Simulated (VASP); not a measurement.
A run of VASP 6.6.1 is set up as follows.

Contents of INCAR:

```
PREC = Accurate
ENCUT = 600
EDIFF = 1E-6
ISMEAR = 1
SIGMA = 0.1
LREAL = False
LASPH = True
NELM = 80
ALGO = Normal
ISIF = 3
LWAVE = False
LCHARG = False
GGA = PE
IVDW = 12
IBRION = 2
NSW = 90
EDIFFG = -0.01
KPAR = 2
```

The input KPOINTS:

```
regular mesh
0
Gamma
  9 9 9
```

POSCAR

```
CoSn
1.0
    5.2460399276      0.0000000000      0.0000000000
   -2.6230199638      4.5432038466      0.0000000000
    0.0000000000      0.0000000000      4.1875903000
Co Sn
3 3
Direct
    0.0000000000      0.5000000000      0.0000000000
    0.5000000000      0.5000000000      0.0000000000
    0.5000000000      0.0000000000      0.0000000000
    0.6666666700      0.3333333300      0.5000000000
    0.3333333300      0.6666666700      0.5000000000
    0.0000000000      0.0000000000      0.0000000000
```

Potentials or basis: VASP PAW PBE potentials, release 64 (Co, Sn_d).

The run is started by

```console
$ cat potpaw_PBE.64/Co/POTCAR potpaw_PBE.64/Sn_d/POTCAR > POTCAR
$ mpirun -np 2 vasp_std > vasp.out
```

Question: What does it give for the space group after relaxing (to 0.05 Å)?

Answer: P6/mmm (No. 191).

Question: What does it give for the relaxed volume?

Answer: 16.59 Å³/atom.

The path:
```tsv
step	energy change (eV)	largest force (eV/Å)	pressure (GPa)	volume (Å³)
1	0.0000	0.0000	-0.33	99.81
2	-0.0001	0.0000	0.34	99.31
3	-0.0003	0.0000	0.03	99.52
```

Caveat: pairwise dispersion overbinds metals, which lowers pressure and volume. Spin polarisation is off, so any magnetic state and its effect on volume and gap are missing.
